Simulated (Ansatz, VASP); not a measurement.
Two plane-wave programs on SnO2

Contents of INCAR:

```
PREC = Accurate
ENCUT = 520
EDIFF = 1E-6
ISMEAR = 0
SIGMA = 0.01
LREAL = False
LASPH = True
NELM = 100
ALGO = Normal
ISIF = 2
LWAVE = False
LCHARG = True
GGA = B5
ALDAX = 1.0
AGGAX = 1.0
AGGAC = 1.0
ALDAC = 0.0
LELF = True
LVHAR = True
NBANDS = 20
```

File KPOINTS:

```
regular mesh
0
Gamma
  6 6 6
```

The input POSCAR:

```
SnO2
1.0
    1.6170930000      0.9336290000      4.8005930000
   -1.6170930000      0.9336290000      4.8005930000
    0.0000000000     -1.8672580000      4.8005930000
Sn O
1 2
Direct
    0.5000000000      0.5000000000      0.5000000000
    0.2371700000      0.2371700000      0.2371700000
    0.7628300000      0.7628300000      0.7628300000
```

Input for Ansatz:

```yaml
crystal:
  lattice:
    - [1.617093, 0.933629, 4.800593]
    - [-1.617093, 0.933629, 4.800593]
    - [0.0, -1.867258, 4.800593]
  atoms:
    - { symbol: Sn, position: [0.5, 0.5, 0.5] }
    - { symbol: O, position: [0.23717, 0.23717, 0.23717] }
    - { symbol: O, position: [0.76283, 0.76283, 0.76283] }
basis:
  ecutwfc: 470.0
kpoints:
  mp_grid:
    grid: [6, 6, 6]
hamiltonian:
  xc: blyp
scf:
  occupations:
    method: fixed
output:
  stress: true
```

Measurements of this composition are mostly on another form, of space group No. 136.

Alike in both runs: task single point; functional BLYP; k mesh 6 × 6 × 6; no spin polarisation.

|  | VASP | Ansatz |
| --- | --- | --- |
| version | VASP 6.6.1 | Ansatz 0.2.0 |
| potentials or method | VASP PAW PBE potentials, release 64 (Sn_d, O) | plane waves, PAW |
| plane-wave cutoff (eV) | 520 | 470 |
| occupations | gaussian, width 0.01 eV | fixed |
| valence electrons in the cell | 26 | 26 |

|  | VASP | Ansatz | Ansatz less VASP |
| --- | --- | --- | --- |
| pressure (GPa) | 4.4 | 3.7 | -0.74 |
| largest component of the traceless stress (GPa) | 3.03 | 2.48 | -0.555 |

Caveats: the PAW data sets were made with another functional, which shifts forces and pressure a little (VASP). A k mesh can miss the band edges.
